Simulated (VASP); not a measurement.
## TaN in VASP: convergence with ENAUG

Input of the first run (ENAUG 300); the others differ in this setting and in those tied to it:

Contents of INCAR:

```
SYSTEM = TaN
PREC = Medium
ENCUT = 500
EDIFF = 1E-6
ISMEAR = 0
SIGMA = 0.02
LREAL = .FALSE.
LASPH = .TRUE.
NELM = 80
ALGO = Normal
ISIF = 2
LWAVE = .FALSE.
LCHARG = .FALSE.
METAGGA = R2SCAN
LMIXTAU = .TRUE.
NBANDS = 24
ENAUG = 300
```

File KPOINTS:

```
Automatic mesh
0
G
  5 5 7
  0 0 0
```

Contents of POSCAR:

```
TaN
1.0
    5.1910000000      0.0000000000      0.0000000000
   -2.5955000000      4.4955378710      0.0000000000
    0.0000000000      0.0000000000      2.9080000000
Ta N
3 3
Direct
    0.6654090000      0.3359600000      0.4958320000
    0.3344690000      0.6686330000      0.5014190000
   -0.0006780000      0.0005330000     -0.0006130000
   -0.0026490000      0.5001340000      0.0022530000
    0.4993140000      0.4967680000      0.0017470000
    0.5029570000      0.0004110000      0.0015170000
```

Potentials or basis: VASP PAW PBE potentials, release 64 (Ta, N).

Run with:

```console
$ cat potpaw_PBE.64/Ta/POTCAR potpaw_PBE.64/N/POTCAR > POTCAR
$ mpirun -np 1 vasp_std > vasp.out
```

The cell isn't the ideal one: atoms moved at random, drawn with an rms of 0.02 Å.

Hardware: 1 thread of Intel(R) Xeon(R) Platinum 8559C (Emerald Rapids), on a shared host.

```csv
ENAUG,"energy less the tightest run, at zero smearing (meV/atom)",largest force (eV/Å),SCF cycles,CPU time (s),peak memory (GiB)
300,-0.22,0.774,19,150,0.2
400,-0.20,0.772,19,160,0.2
500,-0.01,0.773,19,160,0.21
700,0.00,0.773,19,210,0.21
900,0.00,0.772,19,180,0.22
1200,-0.01,0.773,19,180,0.23
1600,0.00,0.772,19,190,0.25
```

Against the tightest run, the energy stays within 1 meV/atom from 300 on; the largest force stays within 0.005 eV/Å from 300 on. The tightest run that finished is the yardstick and may itself not be fully converged.

Caveat, for the tightest run too: the PAW data sets were made with another functional, which shifts forces and pressure a little. Spin-orbit coupling is left out, which matters for the levels of Ta.
